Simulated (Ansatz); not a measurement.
Born–Oppenheimer molecular dynamics of a periodic cell of 40 atoms, H$_{2}$CO (packed as 10 H2CO, density as packed 0.91 g/cm³ with natural masses). It goes on from the last frame of an earlier run, with new velocities.

The calculation used Ansatz 0.2.0, DFT PBE-D3(BJ), scalar-relativistic, plane waves, PAW. Settings: cutoff 420 eV, k mesh 1x1x1, fermi-dirac smearing 0.02 eV, no spin polarisation.

* ensemble: NVT, Langevin thermostat
* time step: 2.2 fs
* steps asked: 200
* set temperature: 250 K
* friction: 0.05 /fs
* seed: 19970

First frame:

```xyz
40
Lattice="8.1882 0.0000 0.0000 0.0000 8.1882 0.0000 0.0000 0.0000 8.1882" Properties=species:S:1:pos:R:3
O 3.719 1.547 4.412
C 3.149 0.867 3.567
H 2.518 1.236 2.729
H 3.230 -0.263 3.586
O 4.699 6.803 6.215
C 5.816 6.399 5.893
H 6.773 7.038 5.809
H 6.049 5.335 5.768
O 2.706 3.442 0.062
C 3.470 4.369 0.399
H 4.071 4.912 -0.376
H 3.772 4.473 1.495
O 8.057 0.668 3.577
C 7.024 1.295 3.679
H 6.972 2.297 3.190
H 6.125 0.976 4.157
O 6.748 3.826 8.327
C 7.825 3.672 7.723
H 8.141 2.711 7.393
H 8.395 4.605 7.564
O 6.732 0.201 8.164
C 5.750 0.764 7.747
H 5.702 1.407 6.852
H 4.745 0.400 8.115
O 5.378 6.853 3.264
C 5.703 6.372 2.192
H 5.164 6.587 1.267
H 6.521 5.630 2.115
O 2.683 6.685 0.618
C 1.516 6.754 1.031
H 0.976 7.693 1.062
H 0.998 5.818 1.309
O 2.765 4.943 3.773
C 3.386 4.377 4.675
H 4.419 4.174 4.413
H 3.027 4.190 5.674
O -0.146 4.451 4.800
C 0.533 5.480 4.807
H 1.313 5.551 5.546
H 0.309 6.339 4.151
```

Q: What does the run give?

A: The run went to its last step.

```json
{
  "steps done": "200",
  "time covered": "440 fs",
  "mean temperature over the second half": "227 K",
  "spread of the potential energy over the second half": "3.7 meV per atom",
  "mean potential energy of the second half above the start": "-0.6 meV per atom"
}
```

A step of 2.2 fs is long for free X–H stretches (periods near 10 fs) and can bias their spread and the temperature. A run of 0.44 ps of so small a system gives no equilibrium averages. Limits of this set-up: coarse k mesh.

Q: What happens to the structure?

A: Mean squared displacements from the first frame to the last, about the centre of mass: O 0.39 Å², C 0.21 Å², H 0.64 Å². Another seed would give other details.

Q: How do temperature and energy run in time?

A: 
```json
{"time (fs)": "0.0", "T (K)": "244", "potential energy less start (eV)": "0.000"}
{"time (fs)": "13.2", "T (K)": "222", "potential energy less start (eV)": "-0.298"}
{"time (fs)": "26.4", "T (K)": "220", "potential energy less start (eV)": "0.024"}
{"time (fs)": "39.6", "T (K)": "242", "potential energy less start (eV)": "0.343"}
{"time (fs)": "52.8", "T (K)": "252", "potential energy less start (eV)": "0.164"}
{"time (fs)": "66.0", "T (K)": "233", "potential energy less start (eV)": "0.083"}
{"time (fs)": "79.2", "T (K)": "266", "potential energy less start (eV)": "-0.095"}
{"time (fs)": "92.4", "T (K)": "260", "potential energy less start (eV)": "-0.082"}
{"time (fs)": "105.6", "T (K)": "255", "potential energy less start (eV)": "0.120"}
{"time (fs)": "118.8", "T (K)": "227", "potential energy less start (eV)": "0.116"}
{"time (fs)": "132.0", "T (K)": "266", "potential energy less start (eV)": "0.238"}
{"time (fs)": "145.2", "T (K)": "233", "potential energy less start (eV)": "0.200"}
{"time (fs)": "158.4", "T (K)": "228", "potential energy less start (eV)": "0.029"}
{"time (fs)": "171.6", "T (K)": "239", "potential energy less start (eV)": "0.321"}
{"time (fs)": "184.8", "T (K)": "272", "potential energy less start (eV)": "0.025"}
{"time (fs)": "198.0", "T (K)": "246", "potential energy less start (eV)": "0.160"}
{"time (fs)": "211.2", "T (K)": "227", "potential energy less start (eV)": "-0.070"}
{"time (fs)": "224.4", "T (K)": "209", "potential energy less start (eV)": "0.162"}
{"time (fs)": "237.6", "T (K)": "246", "potential energy less start (eV)": "0.031"}
{"time (fs)": "250.8", "T (K)": "266", "potential energy less start (eV)": "-0.006"}
{"time (fs)": "264.0", "T (K)": "264", "potential energy less start (eV)": "-0.017"}
{"time (fs)": "277.2", "T (K)": "254", "potential energy less start (eV)": "-0.190"}
{"time (fs)": "290.4", "T (K)": "219", "potential energy less start (eV)": "-0.249"}
{"time (fs)": "303.6", "T (K)": "184", "potential energy less start (eV)": "-0.162"}
{"time (fs)": "316.8", "T (K)": "176", "potential energy less start (eV)": "-0.046"}
{"time (fs)": "330.0", "T (K)": "221", "potential energy less start (eV)": "-0.120"}
{"time (fs)": "343.2", "T (K)": "251", "potential energy less start (eV)": "-0.143"}
{"time (fs)": "356.4", "T (K)": "228", "potential energy less start (eV)": "-0.102"}
{"time (fs)": "369.6", "T (K)": "202", "potential energy less start (eV)": "0.165"}
{"time (fs)": "382.8", "T (K)": "241", "potential energy less start (eV)": "0.042"}
{"time (fs)": "396.0", "T (K)": "241", "potential energy less start (eV)": "0.067"}
{"time (fs)": "409.2", "T (K)": "171", "potential energy less start (eV)": "0.044"}
{"time (fs)": "422.4", "T (K)": "232", "potential energy less start (eV)": "0.075"}
{"time (fs)": "435.6", "T (K)": "267", "potential energy less start (eV)": "0.040"}
```

Run time: 16 min on 1 thread of Arm Neoverse V1 (shared host), peak memory 0.56 GiB.
